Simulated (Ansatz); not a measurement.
The structure below was relaxed with r2SCAN (Ansatz, a first-principles code, PAW, no SOC), at pressure 45 GPa.

Space group P4₂/mnm (No. 136); a = b = 4.191 Å, c = 2.791 Å, α = β = γ = 90.00°

| atom | site | symmetry | x | y | z |
|---|---|---|---|---|---|
| Ge | 2a | m.mm | 0.0000 | 0.0000 | 0.0000 |
| O | 4f | m.2m | 0.3029 | 0.3029 | 0.0000 |

Write out a cell with all atoms.


```xyz
6
Lattice="4.1906 0.0000 0.0000 0.0000 4.1906 0.0000 0.0000 0.0000 2.7908" Properties=species:S:1:pos:R:3 pbc="T T T"
Ge     0.0000     0.0000     0.0000
Ge     2.0953     2.0953     1.3954
O      1.2692     1.2692     0.0000
O      3.3645     0.8261     1.3954
O      0.8261     3.3645     1.3954
O      2.9213     2.9213     0.0000
```
This is the conventional cell.

Load acts through the strain it causes; cell and atoms are relaxed under it. No phonon test of stability was made. No other phases were tried under pressure. The cell was made from GeO₂ in the rutile structure (space group P4_2/mnm, No. 136) by this change: pressure 45 GPa.
